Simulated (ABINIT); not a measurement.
# AlAs (F-43m): bands and cutoff in G0W0 with ABINIT

What does each rung of G0W0 on AlAs (F-43m) cost, and what does it buy?

Calculated with ABINIT 10.8.3; LDA and many-body steps on it, plane waves.

## Step 1: The starting structure

It takes space group F-43m (No. 216, cubic). The conventional cell has a = 5.661 Å, b = 5.661 Å, c = 5.661 Å, α = 90.00°, β = 90.00°, γ = 90.00°. Nearest to Al lie 4 As at 2.45 Å. Nearest to As lie 4 Al at 2.45 Å. Farther neighbours are not listed.

Coordinates:

```cif
data_structure
_symmetry_space_group_name_H-M 'F-43m'
_symmetry_Int_Tables_number 216
_cell_length_a 5.6608
_cell_length_b 5.6608
_cell_length_c 5.6608
_cell_angle_alpha 90.000
_cell_angle_beta 90.000
_cell_angle_gamma 90.000
_cell_volume 181.40
loop_
_atom_site_label
_atom_site_type_symbol
_atom_site_symmetry_multiplicity
_atom_site_Wyckoff_symbol
_atom_site_fract_x
_atom_site_fract_y
_atom_site_fract_z
_atom_site_occupancy
Al1 Al 4 a 0.00000 0.00000 0.00000 1
As1 As 4 d 0.25000 0.25000 0.75000 1
```

The cell and positions come from the Crystallography Open Database and are kept as given unless a step says otherwise.

## Step 2: Empty states on the mesh, 4×4×4 mesh, 1172 bands

This step: ABINIT 10.8.3; DFT, LDA, plane waves, norm-conserving pseudopotentials.

The sums over transitions need many empty states on a uniform mesh; this step solves for them.

run.abi

```
acell 3*1.0 Angstrom
rprim 
  0.000000000000 2.830400000000 2.830400000000
  2.830400000000 0.000000000000 2.830400000000
  2.830400000000 2.830400000000 -0.000000000000
ntypat 2
znucl 13 33
natom 2
typat 1 2
xred 
  0.000000000000 0.000000000000 0.000000000000
  0.250000000000 0.250000000000 0.250000000000
pp_dirpath "pseudos"
pseudos "Al.upf, As.upf"
ecut 44
ngkpt 4 4 4
nshiftk 1
shiftk 0 0 0
kptopt 1
chksymbreak 0
irdden 1
istwfk *1
nband 1172
prtvol 0
optdriver 6
gwr_task "HDIAGO"
paral_kgb 0
occopt 1
indata_prefix "in"
outdata_prefix "out"
tmpdata_prefix "tmp"
```

Command:

```console
> OMP_NUM_THREADS=1 mpirun -n 4 abinit run.abi > log
```

Output:

```text
.Version 10.8.3 of ABINIT. v10.8.2 released Aug 2026.

 Symmetries : space group F-4 3 m (#216); Bravais cF (face-center cubic)
[... echo of the input left out ...]
== DATASET  1 ==================================================================
-   mpi_nproc: 4, omp_nthreads: 1 (-1 if OMP is not activated)

--- !DatasetInfo
iteration_state: {dtset: 1, }
dimensions: {natom: 2, nkpt: 8, mband: 1172, nsppol: 1, nspinor: 1, nspden: 1, mpw: 4314, }
cutoff_energies: {ecut:  44.0, pawecutdg:  -1.0, }
[...]
Indirect band gap semiconductor
 Fundamental gap:     1.346 (eV)
   VBM:     4.505 (eV) at k: [ 0.0000E+00,  0.0000E+00,  0.0000E+00]
   CBM:     5.851 (eV) at k: [ 5.0000E-01,  5.0000E-01,  0.0000E+00]
 Direct gap:         1.833 (eV) at k: [ 0.0000E+00,  0.0000E+00,  0.0000E+00]

== END DATASET(S) ==============================================================
================================================================================

 -outvars: echo values of variables after computation  --------
           etotal      0.0000000000E+00
            nband        1172
             nkpt           8
          spgroup         216
 [... the other variables as echoed above ...]

 Calculation completed.
```

It took 1.7 min on 4 MPI ranks of Arm Neoverse V2, shared host; peak memory 4.4 GiB; 6.8 min of CPU time.

Numbers from this step:

| Item | Value |
| --- | --- |
| gap | 1.346 eV |
| k of the valence top | 0, 0, 0 |
| k of the conduction bottom | 0.5, 0.5, 0 |
| least direct gap | 1.833 eV |
| k points computed | 8 |
| lowest point of the top converged band, above the valence top | 486.4786 eV |

On this mesh the gap is 1.346 eV.

The density comes from a self-consistent run that is not shown.

## Step 3: Screening, 4×4×4 mesh, 156 bands, screening to 149.7 eV

The RPA dielectric matrix is built and inverted for each q.

This step: RPA screening on LDA, plane waves, norm-conserving pseudopotentials.

run.abi, as its differences from that of step 2:

```diff
@@ -20,10 +20,11 @@
 chksymbreak 0
-irdden 1
 istwfk *1
-nband 1172
-prtvol 0
-optdriver 6
-gwr_task "HDIAGO"
-paral_kgb 0
 occopt 1
+irdwfk 1
+optdriver 3
+nband 156
+ecuteps 5.5
+inclvkb 2
+awtr 1
+symchi 1
 indata_prefix "in"
```

Output:

```text
.Version 10.8.3 of ABINIT. v10.8.2 released Aug 2026.

 Symmetries : space group F-4 3 m (#216); Bravais cF (face-center cubic)
[... echo of the input left out ...]
== DATASET  1 ==================================================================
-   mpi_nproc: 4, omp_nthreads: 1 (-1 if OMP is not activated)

--- !DatasetInfo
iteration_state: {dtset: 1, }
dimensions: {natom: 2, nkpt: 8, mband: 156, nsppol: 1, nspinor: 1, nspden: 1, mpw: 4314, }
cutoff_energies: {ecut:  44.0, pawecutdg:  -1.0, }
electrons: {nelect:   2.60000000E+01, charge:   0.00000000E+00, occopt:   1.00000000E+00, tsmear:   1.00000000E-02, }

 SCREENING: Calculation of the susceptibility and dielectric matrices

 Based on a program developped by R.W. Godby, V. Olevano, G. Onida, and L. Reining.
 Incorporated in ABINIT by V. Olevano, G.-M. Rignanese, and M. Torrent.
.Using double precision arithmetic ; gwpc =  8

[... cell and pseudopotentials left out ...]
--------------------------------------------------------------------------------

 ==== K-mesh for the wavefunctions ====
 Number of points in the irreducible wedge :     8
[... list of points left out ...]
 Together with 24 symmetry operations and time-reversal symmetry
 yields    64 points in the full Brillouin Zone.

 ==== Q-mesh for the screening function ====
 Number of points in the irreducible wedge :     8
[... list of points left out ...]
 Together with 24 symmetry operations and time-reversal symmetry
 yields    64 points in the full Brillouin Zone.

 setmesh: FFT mesh size selected  =    30x   30x   30
          total number of points  =        27000

 vcoul_init : cutoff-mode = AUXILIARY_FUNCTION
 q-points for optical limit:   1
     1)      0.000010    0.000020    0.000030

- screening: taking advantage of time-reversal symmetry
- Maximum band index for partially occupied states nbvw = 13
- Remaining bands to be divided among processors   nbcw = 143
- Number of bands treated by each node ~35

 Number of electrons calculated from density =   26.0000; Expected =   26.0000
 average of density, n =  0.084958
 r_s =    1.4111
 omega_plasma =   28.1162 [eV]

 calculating chi0 at frequencies [eV] :
  1    0.000000E+00    0.000000E+00
  2    0.000000E+00    2.811624E+01

--------------------------------------------------------------------------------
  q-point number  1        q = ( 0.000000, 0.000000, 0.000000) [r.l.u.]
--------------------------------------------------------------------------------
[... chi0 elements left out ...]
 For q-point:  0.000010 0.000020 0.000030
  dielectric constant =  15.7738
  dielectric constant without local fields =  17.6332

  Average fulfillment of the sum rule on Im[epsilon] for q-point    1 :     50.70  [%]
[... wings left out ...]
  q-point number  2        q = ( 0.250000, 0.000000, 0.000000) [r.l.u.]
--------------------------------------------------------------------------------
[... chi0 elements left out ...]
  Average fulfillment of the sum rule on Im[epsilon] for q-point    2 :     56.13  [%]

 [... 6 further q-points ...]
```

Elapsed: 33 s, on 4 MPI ranks; peak memory 1.1 GiB.

Numbers from this step:

```yaml
eps_infinity_with_local_fields_on_this_mesh_along_the_program_s_q_direction: 15.77
the_same_without_local_fields: 17.63
plasma_frequency: 28.12 eV
plane_waves_in_the_screening_matrix: 169
```

Local fields lower ε∞ by 11 %. On a Γ-centred mesh this coarse the value itself is usually too large, while a short band sum pulls it down.

## Step 4: 156 bands, 149.7 eV

The self-energy is evaluated for the states that the input lists, and the levels follow from it, in one-shot runs by the linearised quasiparticle equation.

This step: G0W0 on LDA, plane waves, norm-conserving pseudopotentials.

run.abi, as its differences from that of step 3:

```diff
@@ -23,8 +23,19 @@
 irdwfk 1
-optdriver 3
+optdriver 4
 nband 156
+gwcalctyp 0
+ecutsigx 44
+symsigma 1
+nkptgw 3
+kptgw 
+  0.0000000000 0.0000000000 0.0000000000
+  0.5000000000 0.5000000000 0.0000000000
+  0.5000000000 0.0000000000 0.0000000000
+bdgw 
+  11 17
+  12 15
+  12 16
 ecuteps 5.5
-inclvkb 2
-awtr 1
-symchi 1
+irdscr 1
+ppmodel 1
 indata_prefix "in"
```

Output:

```text
.Version 10.8.3 of ABINIT. v10.8.2 released Aug 2026.

 Symmetries : space group F-4 3 m (#216); Bravais cF (face-center cubic)
[... echo of the input left out ...]
== DATASET  1 ==================================================================
-   mpi_nproc: 4, omp_nthreads: 1 (-1 if OMP is not activated)

--- !DatasetInfo
iteration_state: {dtset: 1, }
dimensions: {natom: 2, nkpt: 8, mband: 156, nsppol: 1, nspinor: 1, nspden: 1, mpw: 4314, }
cutoff_energies: {ecut:  44.0, pawecutdg:  -1.0, }
electrons: {nelect:   2.60000000E+01, charge:   0.00000000E+00, occopt:   1.00000000E+00, tsmear:   1.00000000E-02, }

 SIGMA: Calculation of the GW corrections

 Based on a program developped by R.W. Godby, V. Olevano, G. Onida, and L. Reining.
 Incorporated in ABINIT by V. Olevano, G.-M. Rignanese, and M. Torrent.
.Using double precision arithmetic ; gwpc =  8

[... cell and pseudopotentials left out ...]
--------------------------------------------------------------------------------

 ==== K-mesh for the wavefunctions ====
 Number of points in the irreducible wedge :     8
[... list of points left out ...]
 Together with 24 symmetry operations and time-reversal symmetry
 yields    64 points in the full Brillouin Zone.

 ==== Q-mesh for screening function ====
 Number of points in the irreducible wedge :     8
[... list of points left out ...]
 Together with 24 symmetry operations and time-reversal symmetry
 yields    64 points in the full Brillouin Zone.

 vcoul_init : cutoff-mode = AUXILIARY_FUNCTION
 q-points for optical limit:   1
     1)      0.000010    0.000020    0.000030
 setmesh: FFT mesh size selected  =    45x   45x   45
          total number of points  =        91125

 Number of electrons calculated from density =   26.0000; Expected =   26.0000
 average of density, n =  0.084958
 r_s =    1.4111
 omega_plasma =   28.1162 [eV]

 === KS Band Gaps ===
  >>>> For spin  1
   Minimum direct gap =   1.8333 [eV], located at k-point      :   0.0000  0.0000  0.0000
   Fundamental gap    =   1.3462 [eV], Top of valence bands at :   0.0000  0.0000  0.0000
                                       Bottom of conduction at :   0.5000  0.5000  0.0000
 SIGMA fundamental parameters:
 PLASMON POLE MODEL  1
 number of plane-waves for SigmaX                 4279
 number of plane-waves for SigmaC and W            169
 number of plane-waves for wavefunctions          4279
 number of bands                                   156
 number of independent spin polarizations            1
 number of spinorial components                      1
 number of k-points in IBZ                           8
 number of q-points in IBZ                           8
 number of symmetry operations                      24
 number of k-points in BZ                           64
 number of q-points in BZ                           64
 number of frequencies for dSigma/dE                 9
 frequency step for dSigma/dE [eV]                0.25
 number of omega for Sigma on real axis              0
 max omega for Sigma on real axis  [eV]           0.00
 zcut for avoiding poles [eV]                     0.10

 EPSILON^-1 parameters (SCR file):
 dimension of the eps^-1 matrix on file            169
 dimension of the eps^-1 matrix used               169
 number of plane-waves for wavefunctions          4279
 number of bands                                   156
 number of q-points in IBZ                           8
 number of frequencies                               2
 number of real frequencies                          1
 number of imag frequencies                          1

 matrix elements of self-energy operator (all in [eV])

 Perturbative Calculation

--- !SelfEnergy_ee
iteration_state: {dtset: 1, }
kpoint     : [   0.000,    0.000,    0.000, ]
spin       : 1
KS_gap     :    1.833
QP_gap     :    2.655
Delta_QP_KS:    0.822
data: !SigmaeeData |
     Band     E0 <VxcDFT>   SigX SigC(E0)      Z dSigC/dE  Sig(E)    E-E0       E
       11   4.505 -13.368 -15.024   1.166   0.784  -0.275 -13.752  -0.385   4.120
       12   4.505 -13.368 -15.024   1.166   0.784  -0.275 -13.752  -0.385   4.120
       13   4.505 -13.368 -15.024   1.166   0.784  -0.275 -13.752  -0.385   4.120
       14   6.338 -12.293  -7.764  -3.977   0.792  -0.262 -11.856   0.437   6.776
       15   8.762  -9.648  -5.058  -4.449   0.786  -0.273  -9.537   0.110   8.873
       16   8.762  -9.648  -5.058  -4.449   0.786  -0.273  -9.537   0.110   8.873
[...]
--- !SelfEnergy_ee
iteration_state: {dtset: 1, }
kpoint     : [   0.500,    0.500,    0.000, ]
spin       : 1
KS_gap     :    3.520
QP_gap     :    4.228
Delta_QP_KS:    0.708
data: !SigmaeeData |
     Band     E0 <VxcDFT>   SigX SigC(E0)      Z dSigC/dE  Sig(E)    E-E0       E
[...]
--- !SelfEnergy_ee
iteration_state: {dtset: 1, }
kpoint     : [   0.500,    0.000,    0.000, ]
spin       : 1
KS_gap     :    2.830
QP_gap     :    3.559
Delta_QP_KS:    0.729
data: !SigmaeeData |
     Band     E0 <VxcDFT>   SigX SigC(E0)      Z dSigC/dE  Sig(E)    E-E0       E
[...]
14   6.511 -10.511  -6.266  -3.944   0.794  -0.259 -10.272   0.239   6.750
       15   9.157  -9.434  -4.697  -4.505   0.790  -0.267  -9.251   0.183   9.341
       16   9.157  -9.434  -4.697  -4.505   0.790  -0.267  -9.251   0.183   9.341

== END DATASET(S) ==============================================================
================================================================================

 -outvars: echo values of variables after computation  --------
           etotal      0.0000000000E+00
            nband         156
             nkpt           8
          spgroup         216
 [... the other variables as echoed above ...]

 Calculation completed.
```

Run time: 12 s. Hardware: 4 MPI ranks; peak memory 1 GiB; 46 s of CPU time.

Numbers from this step:

```yaml
g0w0_gap_on_the_points_computed: 1.829 eV
starting_gap_on_the_mesh: 1.346 eV
k_of_the_valence_top: 0, 0, 0
k_of_the_conduction_bottom: 0.5, 0.5, 0
z_at_the_valence_top: 0.784
z_at_the_conduction_bottom: 0.802
least_direct_g0w0_gap_on_the_computed_points: 2.656 eV
```

The gap on the mesh goes from 1.35 eV to 1.83 eV, a correction of +0.48 eV.

## Step 5: Screening, 4×4×4 mesh, 241 bands, screening to 203.5 eV

This step: RPA screening on LDA, plane waves, norm-conserving pseudopotentials.

run.abi, as its differences from that of step 4:

```diff
@@ -23,19 +23,8 @@
 irdwfk 1
-optdriver 4
-nband 156
-gwcalctyp 0
-ecutsigx 44
-symsigma 1
-nkptgw 3
-kptgw 
-  0.0000000000 0.0000000000 0.0000000000
-  0.5000000000 0.5000000000 0.0000000000
-  0.5000000000 0.0000000000 0.0000000000
-bdgw 
-  11 17
-  12 15
-  12 16
-ecuteps 5.5
-irdscr 1
-ppmodel 1
+optdriver 3
+nband 241
+ecuteps 7.48
+inclvkb 2
+awtr 1
+symchi 1
 indata_prefix "in"
```

Output:

```text
.Version 10.8.3 of ABINIT. v10.8.2 released Aug 2026.

 Symmetries : space group F-4 3 m (#216); Bravais cF (face-center cubic)
[... echo of the input left out ...]
== DATASET  1 ==================================================================
-   mpi_nproc: 4, omp_nthreads: 1 (-1 if OMP is not activated)

--- !DatasetInfo
iteration_state: {dtset: 1, }
dimensions: {natom: 2, nkpt: 8, mband: 241, nsppol: 1, nspinor: 1, nspden: 1, mpw: 4314, }
cutoff_energies: {ecut:  44.0, pawecutdg:  -1.0, }
electrons: {nelect:   2.60000000E+01, charge:   0.00000000E+00, occopt:   1.00000000E+00, tsmear:   1.00000000E-02, }

 SCREENING: Calculation of the susceptibility and dielectric matrices

 Based on a program developped by R.W. Godby, V. Olevano, G. Onida, and L. Reining.
 Incorporated in ABINIT by V. Olevano, G.-M. Rignanese, and M. Torrent.
.Using double precision arithmetic ; gwpc =  8

[... cell and pseudopotentials left out ...]
--------------------------------------------------------------------------------

 ==== K-mesh for the wavefunctions ====
 Number of points in the irreducible wedge :     8
[... list of points left out ...]
 Together with 24 symmetry operations and time-reversal symmetry
 yields    64 points in the full Brillouin Zone.

 ==== Q-mesh for the screening function ====
 Number of points in the irreducible wedge :     8
[... list of points left out ...]
 Together with 24 symmetry operations and time-reversal symmetry
 yields    64 points in the full Brillouin Zone.

 setmesh: FFT mesh size selected  =    32x   32x   32
          total number of points  =        32768

 vcoul_init : cutoff-mode = AUXILIARY_FUNCTION
 q-points for optical limit:   1
     1)      0.000010    0.000020    0.000030

- screening: taking advantage of time-reversal symmetry
- Maximum band index for partially occupied states nbvw = 13
- Remaining bands to be divided among processors   nbcw = 228
- Number of bands treated by each node ~57

 Number of electrons calculated from density =   26.0000; Expected =   26.0000
 average of density, n =  0.084958
 r_s =    1.4111
 omega_plasma =   28.1162 [eV]

 calculating chi0 at frequencies [eV] :
  1    0.000000E+00    0.000000E+00
  2    0.000000E+00    2.811624E+01

--------------------------------------------------------------------------------
  q-point number  1        q = ( 0.000000, 0.000000, 0.000000) [r.l.u.]
--------------------------------------------------------------------------------
[... chi0 elements left out ...]
 For q-point:  0.000010 0.000020 0.000030
  dielectric constant =  15.7782
  dielectric constant without local fields =  17.6365

  Average fulfillment of the sum rule on Im[epsilon] for q-point    1 :     61.98  [%]
[... wings left out ...]
  q-point number  2        q = ( 0.250000, 0.000000, 0.000000) [r.l.u.]
--------------------------------------------------------------------------------
[... chi0 elements left out ...]
  Average fulfillment of the sum rule on Im[epsilon] for q-point    2 :     68.07  [%]

 [... 6 further q-points ...]
```

It took 66 s on 4 MPI ranks; peak memory 1.7 GiB; 4.4 min of CPU time.

Numbers from this step:

- ε∞ with local fields, on this mesh, along the program's q direction: 15.78
- the same without local fields: 17.64
- plasma frequency: 28.12 eV
- plane waves in the screening matrix: 307

(Continued in part 2 of 2.)

[Paths, hosts, dates, memory and timing lines, banners, echoed tables and standing remarks are left out of the program output.]

[Logs are printed without paths, hosts, clocks, repeated set-up lines and the standing remarks that a program may print on its own settings, such as how far it seeks lower states.]

[Runs of the session that timed out or met a known fault of the program may be left out.]

[Hosts, paths, dates, database ids (printed as entryN), source tags and the programs' standing remarks are cut or masked in the printed files.]

[G0W0 gaps are taken among the corrected bands and points alone; a level outside them can change the order at an edge.]

[Where Ansatz stands beside ABINIT at settings called matched, ABINIT's density can come from a denser mesh and the files from another edition; pairs whose starting gaps differed by over 0.03 eV were left out, so agreement reads better than it is.]
